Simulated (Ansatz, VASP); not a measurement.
## Cu: VASP beside Ansatz

```
Cu
1.0
    -1.48346    1.48346    1.30168
     1.48346   -1.48346    1.30168
     1.48346    1.48346   -1.30168
Cu
1
Cartesian
  0.0000 0.0000 0.0000
```

Alike in both runs: task single point; functional PBEsol; k mesh 26 × 26 × 26; occupations gaussian, width 0.15 eV; no spin polarisation.

```csv
,VASP,Ansatz
version,VASP 6.6.1,Ansatz 0.2.0
potentials or method,"VASP PAW PBE potentials, release 64 (Cu)","scalar-relativistic, plane waves, PAW"
plane-wave cutoff (eV),520,420
valence electrons in the cell,11,19
```

Ansatz gave:

* gap on the k mesh at the Fermi level (eV): none
* pressure (GPa): -1.0
* largest component of the traceless stress (GPa): 1.58

**Question.** What did VASP give for the same quantities?

**Answer.** gap on the k mesh at the Fermi level (eV): none; pressure (GPa): -0.2; largest component of the traceless stress (GPa): 1.63.

A gap of «none» marks a metal or a gap that the smearing closes. The two sets of potentials don't hold the same shells in valence.

Caveats: the PAW data sets were made with another functional, which shifts forces and pressure a little (VASP).
